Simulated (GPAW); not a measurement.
# Ge (P6_3/mmc) in GPAW: reference runs

How does Ge come out in PBEsol? The cell is run as given and disturbed.

All numbers are computed with GPAW 26.7.0; they aren't measurements. Logs are shortened: lines on timing, memory, paths and dates and some standing lists are left out, and cuts for length are marked. The log counts tension as positive stress, the text compression.

### Step 1. The crystal as given

Symmetry: P6_3/mmc, No. 194, hexagonal system. The conventional cell has a = 4.003 Å, b = 4.003 Å, c = 13.157 Å, α = 90.00°, β = 90.00°, γ = 120.00°. Ge (site symmetry 3m) is surrounded by 4 Ge at 2.45 to 2.47 Å. Around Ge (site symmetry 3m) lie 4 Ge at 2.45 Å.

This isn't the form of Ge at room conditions, which is diamond.

### Step 2. Single point, PBEsol

run.py

```python
from ase import Atoms
from ase.dft.bandgap import bandgap
from ase.io import write
from ase.units import GPa
from gpaw import GPAW, PW, setup_paths

setup_paths.insert(0, '.')

atoms = Atoms(['Ge', 'Ge', 'Ge', 'Ge', 'Ge', 'Ge', 'Ge', 'Ge'],
              cell=[[4.0031158814, 0.0, 0.0],
                    [-2.0015579407, 3.4668000476, 0.0],
                    [0.0, 0.0, 13.15670686]],
              scaled_positions=[[0.3333333333, 0.6666666667, 0.15594157],
                                [0.6666666667, 0.3333333333, 0.84405843],
                                [0.6666666667, 0.3333333333, 0.65594157],
                                [0.3333333333, 0.6666666667, 0.34405843],
                                [0.0, 0.0, 0.09314884],
                                [0.0, 0.0, 0.90685116],
                                [0.0, 0.0, 0.59314884],
                                [0.0, 0.0, 0.40685116]],
              pbc=True)

calc = GPAW(mode=PW(600),
            xc='PBEsol',
            kpts={'size': (8, 8, 2), 'gamma': True},
            occupations={'name': 'fermi-dirac', 'width': 0.05},
            nbands=32,
            convergence={'density': 1e-05, 'energy': 1e-05},
            maxiter=150,
            txt='gpaw.txt')
atoms.calc = calc
energy = atoms.get_potential_energy()
forces = atoms.get_forces()
stress = atoms.get_stress()
calc.write('gs.gpw')
write('result.traj', atoms)
print(f'Energy: {energy:.6f} eV')
print('Forces (eV/A):')
print(forces.round(4))
print('Stress (GPa):', (stress / GPa).round(3))
print('Fermi level:', round(calc.get_fermi_level(), 4), 'eV')
print(f'Gap: {bandgap(calc)[0]:.4f} eV, direct: {bandgap(calc, direct=True)[0]:.4f} eV')
```

Potentials or basis: PAW data sets generated in the run's folder for this functional, pw.

Run with:

```bash
gpaw-setup -f PBEsol Ge
OMP_NUM_THREADS=1 python run.py
```

gpaw.txt:

```text
__  _  _
 | _ |_)|_||  |
 |__||  | ||/\| - 26.7.0

Input parameters:
  mode=PW(ecut=600.0),
  convergence={'density': 1e-05, 'energy': 1e-05},
  kpts=MonkhorstPack(size=(8, 8, 2), gamma=True),
  maxiter=150,
  nbands=32,
  occupations=Occupations(name='fermi-dirac', width=0.05),
  xc=XC(name='PBEsol')

Diagonalizing LCAO Hamiltonian
Converting LCAO to pw mode

       Ge    Ge

             Ge

       Ge

       GeGe

         Ge

       Ge

Atoms  # Å, Bohr magnetons
|   | symbol |         x |        y |         z |    initial magnetic moments |
|---|--------|-----------|----------|-----------|-----------------------------|
| 0 |     Ge | -0.000000 | 2.311200 |  2.051678 | ( 0.0000,  0.0000,  0.0000) |
| 1 |     Ge |  2.001558 | 1.155600 | 11.105029 | ( 0.0000,  0.0000,  0.0000) |
| 2 |     Ge |  2.001558 | 1.155600 |  8.630031 | ( 0.0000,  0.0000,  0.0000) |
| 3 |     Ge | -0.000000 | 2.311200 |  4.526676 | ( 0.0000,  0.0000,  0.0000) |
| 4 |     Ge |  0.000000 | 0.000000 |  1.225532 | ( 0.0000,  0.0000,  0.0000) |
| 5 |     Ge |  0.000000 | 0.000000 | 11.931175 | ( 0.0000,  0.0000,  0.0000) |
| 6 |     Ge |  0.000000 | 0.000000 |  7.803885 | ( 0.0000,  0.0000,  0.0000) |
| 7 |     Ge |  0.000000 | 0.000000 |  5.352821 | ( 0.0000,  0.0000,  0.0000) |

Unit cell  # Å
| periodic |         x |        y |         z |   lengths |     angles |
|----------|-----------|----------|-----------|-----------|------------|
|      yes |  4.003116 | 0.000000 |  0.000000 |  4.003116 |  90.000000 |
|      yes | -2.001558 | 3.466800 |  0.000000 |  4.003116 |  90.000000 |
|      yes |  0.000000 | 0.000000 | 13.156707 | 13.156707 | 120.000000 |

Number of symmetries: 12
Symmetry operations  # r_c * U_cc + t_c -> r_c
|    | kind |            matrix            |
|----|------|------------------------------|
|  0 |  σ   |  1, 1, 0,  0,-1, 0,  0, 0, 1 |
|  1 |  S6  |  1, 1, 0, -1, 0, 0,  0, 0,-1 |
|  2 |  E   |  1, 0, 0,  0, 1, 0,  0, 0, 1 |
|  3 |  C2  |  1, 0, 0, -1,-1, 0,  0, 0,-1 |
|  4 |  C2  |  0, 1, 0,  1, 0, 0,  0, 0,-1 |
|  5 |  C3  |  0, 1, 0, -1,-1, 0,  0, 0, 1 |
|  6 |  S6  |  0,-1, 0,  1, 1, 0,  0, 0,-1 |
|  7 |  σ   |  0,-1, 0, -1, 0, 0,  0, 0, 1 |
|  8 |  σ   | -1, 0, 0,  1, 1, 0,  0, 0, 1 |
|  9 |  i   | -1, 0, 0,  0,-1, 0,  0, 0,-1 |
| 10 |  C3  | -1,-1, 0,  1, 0, 0,  0, 0, 1 |
| 11 |  C2  | -1,-1, 0,  0, 1, 0,  0, 0,-1 |

BZ-sampling:
  Number of BZ points: 128
  Number of IBZ points: 20

  Monkhorst-Pack size: [8, 8, 2]
  Monkhorst-Pack shift: [0.0625, 0.0625, 0.25]

K-points  # in reciprocal-cell coordinates
|     |                                coordinates |     weight |
|-----|--------------------------------------------|------------|
|   0 | (  0.00000000,   0.00000000,   0.00000000) | 0.00781250 |
|   1 | (  0.00000000,   0.00000000,   0.50000000) | 0.00781250 |
|   2 | (  0.12500000,   0.00000000,   0.00000000) | 0.04687500 |
|   3 | (  0.12500000,   0.00000000,   0.50000000) | 0.04687500 |
|   4 | (  0.25000000,  -0.12500000,   0.00000000) | 0.04687500 |
|   5 | (  0.25000000,  -0.12500000,   0.50000000) | 0.04687500 |
|   6 | (  0.25000000,   0.00000000,   0.00000000) | 0.04687500 |
|   7 | (  0.25000000,   0.00000000,   0.50000000) | 0.04687500 |
|   8 | (  0.37500000,  -0.12500000,   0.00000000) | 0.09375000 |
|   9 | (  0.37500000,  -0.12500000,   0.50000000) | 0.09375000 |
| ... |                                            |            |
|  19 | (  0.50000000,   0.50000000,   0.50000000) | 0.02343750 |

Plane wave coefficients: 6126
Cutoff: 600.0 eV

Spin-components: 1 (collinear spins)
Bands:           32
Projectors:      40
Spin-degeneracy: 2
Datatype:        complex128

Parallelization:
  kpt:    1
  domain: 1
  band:   1

Density:
  Valence electrons: 32.0
  Components: 1
  Grid points: [24 24 75]
  Charge: 0.0  # |e|

Potential:
  Grid points: [24 24 75]

species:
  Ge:
    name:    Germanium
    Z:       32.0
    valence: 4
    core:    28
    charge:  0.0  # [|e|]
    compensation charges:
      type: gauss
      rc: 0.32  # [Å]
      lmax: 2
    cutoffs:
      filter: 1.77  # [Å]
      core: 3.42  # [Å]
    projectors
    | kind |    occ | energy [eV] | rcut [Å] |
    |------|--------|-------------|----------|
    |   4s |  2.000 |     -11.738 |    1.005 |
    |   4p |  2.000 |      -3.898 |    1.005 |
    |    s |        |      15.473 |    1.005 |
    |    p |        |      23.314 |    1.005 |
    |    d |        |       0.000 |    1.005 |

    Using partial waves for Ge as LCAO basis

Reference energy: -456446.079505  # eV

eigensolver:
  PPCG
  Converge bands: occupied
  niter=2

density mixing:
  MSR1-Mixer
  Pratt-step length: 0.05
  Maximum mixing coefficient: 0.75
  Old densities: 10
  SVD Regularization: 0.005
  Good broyden scale: 1.0
  Trust region scale: 1.0
  Backstep threshold: 4.0
  History deletion threshold: 6.0
  Fourier metric: weight=20.0, sigma=0.015

occupation numbers:
  Fermi-Dirac:
    width: 0.0500  # eV

poisson solver:
  ecut: 4800.0  # eV

xc functional:
  name: PBEsol with 2 nearest neighbor stencil

convergence criteria:
[... 6 lines left out ...]
|iter     | |      energy | eigst |  dens |
|---------|-|-------------|-------|-------|
|iter:   1| |  -39.598958 | -0.46 |       |
|iter:   2| |  -39.574671 | -2.69 | -0.92 |
|iter:   3| |  -39.342047 | -2.47 | -0.94 |
|iter:   4| |  -39.335155 | -3.42 | -1.57 |
|iter:   5| |  -39.335355 | -4.94 | -2.47 |
|iter:   6| |  -39.335417c| -5.75 | -3.17 |
|iter:   7| |  -39.335366c| -6.30 | -3.24 |
|iter:   8| |  -39.335359c| -7.05 | -3.59 |
|iter:   9| |  -39.335359c| -8.29c| -3.99 |
|iter:  10| |  -39.335359c| -8.99c| -5.10c|

Converged in 10 steps
Energy contributions relative to reference atoms: (reference = -456446.079505)

Energy contributions:
  Kinetic:          94.882206
  Coulomb:         -85.393688
  Zero:             -0.010015
  External:          0.000000
  Xc:              -48.812250
  Entropy:          -0.003223
  Spinorbit:         0.000000
  ----------------------------
  Free energy:     -39.336970
  Extrapolated:    -39.335359

dipole moment: (-26.134602, -45.266459, 0.003276)  # |e|*Ang

Fermi level: 5.811
Eigenvalues  # (at kpt = [0.000, 0.000, 0.000])
| band index |      eig [eV] | occ [0-2] |
|------------|---------------|-----------|
|          0 |        -6.967 |     2.000 |
|        ... |               |           |
|          8 |         4.346 |     2.000 |
|          9 |         4.879 |     2.000 |
|         10 |         4.879 |     2.000 |
|         11 |         4.963 |     2.000 |
|         12 |         4.963 |     2.000 |
|         13 |         5.669 |     1.888 |
[... 8 lines left out ...]
|         22 |         8.389 |     0.000 |
|         23 |         8.986 |     0.000 |
|        ... |               |           |
|         31 |        11.898 |     0.000 |

Gap: 0.036 eV
Transition (v -> c):
  (s=0, k=0, n=15, [0.00, 0.00, 0.00]) -> (s=0, k=0, n=16, [0.00, 0.00, 0.00])
No difference between direct/indirect transitions

Forces  # eV/Ang
|        x |        y |        z |
|----------|----------|----------|
| -0.00000 | -0.00000 | -0.00156 |  # Ge   0
| -0.00000 |  0.00000 |  0.00156 |  # Ge   1
| -0.00000 |  0.00000 | -0.00156 |  # Ge   2
|  0.00000 | -0.00000 |  0.00156 |  # Ge   3
| -0.00000 |  0.00000 |  0.00335 |  # Ge   4
| -0.00000 |  0.00000 | -0.00335 |  # Ge   5
|  0.00000 |  0.00000 |  0.00335 |  # Ge   6
|  0.00000 |  0.00000 | -0.00335 |  # Ge   7

Stress tensor  # eV/Ang^3
|         x |         y |         z |
|-----------|-----------|-----------|
| -0.002383 |  0.000000 |  0.000000 |
|  0.000000 | -0.002383 |  0.000000 |
|  0.000000 |  0.000000 | -0.000685 |

# Writing to gs.gpw (mode='')
```

Wall time 41 s (1 thread of Intel Xeon 6975P-C (Granite Rapids), shared host); peak memory 0.29 GiB.

What came out:

```
Free energy            : -39.3370 eV
Pressure               : 0.3 GPa
Largest force          : 0.003 eV/Å
Band gap on the k mesh : 0.04 eV, direct
```

Forces in eV/Å, atoms in the order of the input:
```
Ge   0.000  0.000 -0.002
Ge   0.000  0.000  0.002
Ge   0.000  0.000 -0.002
Ge   0.000  0.000  0.002
Ge   0.000  0.000  0.003
Ge   0.000  0.000 -0.003
Ge   0.000  0.000  0.003
Ge   0.000  0.000 -0.003
```

Stress tensor (GPa, compression positive):
```
0.38 0.00 0.00
0.00 0.38 0.00
0.00 0.00 0.11
```

### Step 3. Single point, PBEsol (atoms moved at random, drawn with an rms of 0.05 Å)

Edit run.py of step 2 so:

```diff
@@ -12,10 +12,10 @@
                     [0.0, 0.0, 13.15670686]],
-              scaled_positions=[[0.3333333333, 0.6666666667, 0.15594157],
-                                [0.6666666667, 0.3333333333, 0.84405843],
-                                [0.6666666667, 0.3333333333, 0.65594157],
-                                [0.3333333333, 0.6666666667, 0.34405843],
-                                [0.0, 0.0, 0.09314884],
-                                [0.0, 0.0, 0.90685116],
-                                [0.0, 0.0, 0.59314884],
-                                [0.0, 0.0, 0.40685116]],
+              scaled_positions=[[0.334637, 0.67274, 0.156603],
+                                [0.681307, 0.335114, 0.843772],
+                                [0.670235, 0.338481, 0.653854],
+                                [0.335048, 0.667442, 0.341227],
+                                [0.007912, 0.006579, 0.092986],
+                                [0.008074, -0.003338, 0.907715],
+                                [0.003496, 0.017788, 0.597926],
+                                [-0.000298, 0.006201, 0.409405]],
               pbc=True)
```

Potentials or basis: PAW data sets generated in the run's folder for this functional, pw.

Run with:

```bash
gpaw-setup -f PBEsol Ge
OMP_NUM_THREADS=1 python run.py
```

Run time: 2.6 min. Hardware: 1 thread of Intel Xeon 6975P-C (Granite Rapids), shared host; peak memory 0.51 GiB.

The run converged. Its results:

```
Free energy            : -39.2615 eV
Pressure               : 0.4 GPa
Largest force          : 0.915 eV/Å
Band gap on the k mesh : none (metal or under the smearing width)
```

Forces on the atoms (eV/Å):
```
Ge   0.259  0.007 -0.334
Ge  -0.188 -0.179 -0.022
Ge  -0.298  0.501  0.602
Ge  -0.174  0.175  0.721
Ge  -0.249 -0.024  0.115
Ge   0.150  0.194 -0.177
Ge   0.325 -0.521 -0.678
Ge   0.174 -0.153 -0.228
```

Stress tensor (GPa, compression positive):
```
 0.60 -0.37  0.13
-0.37  0.38  0.21
 0.13  0.21  0.15
```

Levels at points of the mesh, in eV from the Fermi level:
```tsv
k point	band 14	band 15	band 16	band 17	band 18	band 19
(0.00, 0.00, 0.00)	-0.18	-0.08	0.03	0.07	0.12	0.46
(0.00, 0.00, 0.50)	-0.32	-0.20	-0.13	-0.03	0.26	1.08
(0.00, 0.50, 0.00)	-2.26	-1.84	-1.40	0.16	0.28	0.51
(0.00, 0.50, 0.50)	-2.55	-1.86	-1.65	0.46	0.66	1.19
(0.50, 0.00, 0.00)	-2.29	-1.81	-1.42	0.18	0.26	0.50
(0.50, 0.00, 0.50)	-2.56	-1.87	-1.67	0.49	0.63	1.18
(0.50, 0.50, 0.00)	-2.29	-1.87	-1.39	0.18	0.29	0.54
(0.50, 0.50, 0.50)	-2.62	-1.83	-1.66	0.56	0.65	1.24
```
